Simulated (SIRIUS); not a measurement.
**Ta in SIRIUS: the effect of functional**

The system is Ta.

```
Ta
1.0
    -1.65128    1.65128    1.65128
     1.65128   -1.65128    1.65128
     1.65128    1.65128   -1.65128
Ta
1
Direct
  0.00000 0.00000 0.00000
```

Alike in all runs:

```yaml
Program: SIRIUS 7.12.0
Task: equation of state
Potentials_or_basis: all-electron FP-LAPW
Cutoff: 170 eV
Basis: apw+lo standard
k_mesh: 11 × 11 × 11
Occupations: fermi-dirac, width 0.05 eV
Spin: no spin polarisation
```

Q: One run gave: V0 of scaled cells 17.19 Å³/atom; B0 226 GPa. Which functional did it use?
A. LDA
B. BLYP
C. PBE
D. RPBE
E. PBEsol

A: A.

```tsv
functional	V0 of scaled cells (Å³/atom)	B0 (GPa)
LDA	17.19	226
PBEsol	17.61	211
RPBE	18.57	183
WC	17.70	211
AM05	17.55	210
PBE	18.24	193
PW91	18.20	195
revPBE	18.47	186
BLYP	18.81	183
```

Not every run made on this cell is shown here.
